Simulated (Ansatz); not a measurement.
Level of theory: DFT PBE, scalar-relativistic, plane waves, PAW in Ansatz 0.2.0. All cells share a 420 eV cutoff and Γ-centred k meshes spaced at most about 0.3 Å⁻¹ (about 0.25 or finer for metals, 2π included). No spin polarisation.

Formation energies are uncorrected and refer to the elements' standard structures at the same level.

Temperature and zero-point effects are left out. Only the structures computed here compete, so a lower one can exist. The reference form of Se is held partly by dispersion forces, which this level lacks.

A search for Be2Se gave 8 distinct relaxed structures. Coordination counts Se atoms around Be (those within 1.25 times the shortest such distance or 1.15 times the sum of covalent radii; the shortest distance is added where it is long for a bond; a slash parts the counts of unlike sites). Cells relaxed within their symmetry can be saddle points.

Task: Which structure of Be2Se came out lowest?

Result: The one with space group C2/m (No. 12), reached from: a relaxed cell, shaken at random and relaxed again. It has a = 9.704 Å, b = 3.567 Å, c = 5.911 Å, β = 118.6°, 15.0 Å³/atom, no gap on the mesh. Around Be on its first site lie 3 Be at 2.20–2.31 Å and 3 Se at 2.26–2.33 Å; around Be on its second site lie 5 Be at 2.20–2.31 Å and 2 Se at 2.35–2.41 Å; Se is surrounded by 5 Be at 2.26–2.41 Å. Its energy over the elements is −0.11 eV/atom. A negative formation energy is needed for stability but isn't enough: competing phases decide. An observed structure of this formula, if there is one, may be missing.

```
CELL_PARAMETERS angstrom
4.85222 -1.78347 0.00000
4.85222 1.78347 0.00000
-2.83118 0.00000 5.18940
ATOMIC_POSITIONS crystal
Be 0.71619 0.71619 0.76573
Be 0.18136 0.18136 0.49497
Be 0.28381 0.28381 0.23427
Be 0.81864 0.81864 0.50502
Se 0.91276 0.91276 0.19433
Se 0.08724 0.08724 0.80567
```

Task: How much higher is the F-43m structure with 14.3 Å³/atom and coordination Be 4/6 from 2.8 Å (reached from: Cu2Se type (F-43m))?

Result: 0.64 eV/atom. It has no gap on its mesh.

Task: How much higher is the P3m1 structure with 15.3 Å³/atom and coordination Be 2/3 (reached from: a relaxed cell, shaken at random and relaxed again)?

Result: 253 meV/atom. It has no gap on its mesh.

Some structure types and database cells were kept out of the candidates from the start, so a known form may be missing.
